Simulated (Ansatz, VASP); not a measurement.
## One calculation of Ge, two programs

```xyz
4
Lattice="4.0582 0.0000 0.0000 -2.0291 3.5145 0.0000 0.0000 0.0000 6.6925" Properties=species:S:1:pos:R:3 pbc="T T T"
Ge    2.0291    1.1715    0.4202
Ge    0.0000    2.3430    3.7665
Ge    2.0291    1.1715    2.9260
Ge    0.0000    2.3430    6.2723
```

This isn't the form of Ge at room conditions, which is diamond.

Alike in both runs: task single point; functional PBE; k mesh 12 × 12 × 6; occupations gaussian, width 0.1 eV; no spin polarisation.

|  | VASP | Ansatz |
| --- | --- | --- |
| version | VASP 6.6.1 | Ansatz 0.2.0 |
| potentials or method | VASP PAW PBE potentials, release 64 (Ge_d) | scalar-relativistic, plane waves, PAW |
| plane-wave cutoff (eV) | 520 | 420 |
| valence electrons in the cell | 56 | 56 |

```csv
,VASP,Ansatz,Ansatz less VASP
gap on the k mesh at the Fermi level (eV),none,none,-
pressure (GPa),-0.1,0.0,+0.06
```

A gap of «none» marks a metal or a gap that the smearing closes. The functional is the same, so the differences come from potentials, cutoffs and numerics.
